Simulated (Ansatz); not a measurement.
BN (4H polytype), relaxed with r2SCAN in the PAW code Ansatz: it is hexagonal, P6_3mc (No. 186); conventional cell a = 2.548 Å, c = 8.375 Å, 5.89 Å³ an atom. B is surrounded by 4 N at 1.56 Å; B is surrounded by 4 N at 1.56–1.58 Å; N is surrounded by 4 B at 1.56 Å; N is surrounded by 4 B at 1.56–1.58 Å. The primitive cell holds 8 atoms in 47.09 Å³. The calculation is spin-unpolarised, and the structure need not be a phase that has been made.

Computed values: PBE gives a gap of 5.53 eV and PBE0 (25 % exact exchange) 7.68 eV; one over PBE's mean ε∞ is 0.216. HSE06 (6×6×2) gives a least gap of 6.91 eV and a least direct gap of 9.11 eV. PBEsol's static dielectric constant, on its own cell and averaged over directions, is 6.9.

Problem. Taking the gap as linear in the share of unscreened exchange, estimate the gap of the hybrid whose share is 1/ε∞.

Solution. The slope is (7.68 − 5.53)/0.25 = 8.60 eV per unit share, so E_g ≈ 5.53 + 8.60 × 0.216 = 7.39 eV. The run with that share gives 7.38 eV (6×6×2 mesh), -0.01 eV from the straight line.

Problem. At what wavelength does absorption set in by HSE06, excitons left aside?

Solution. λ = 1239.84 eV nm/E: 179 nm for the least gap, where it needs phonons and is weak, and 136 nm for direct transitions. That lies in the ultraviolet, so by this gap the crystal is transparent to visible light.

Problem. As a gate dielectric 4 nm thick, what equivalent oxide thickness and capacitance would it have, with 3.9 for amorphous SiO₂?

Solution. EOT = t × 3.9/κ = 4 × 3.9/6.9 = 2.26 nm; C/A = ε₀κ/t = 8.854 × 6.9/4 = 15.3 fF/µm². This takes the ideal crystal's mean κ, without interface layers.

The meshes of the hybrids are coarse, so their gaps aren't converged to the digits shown.
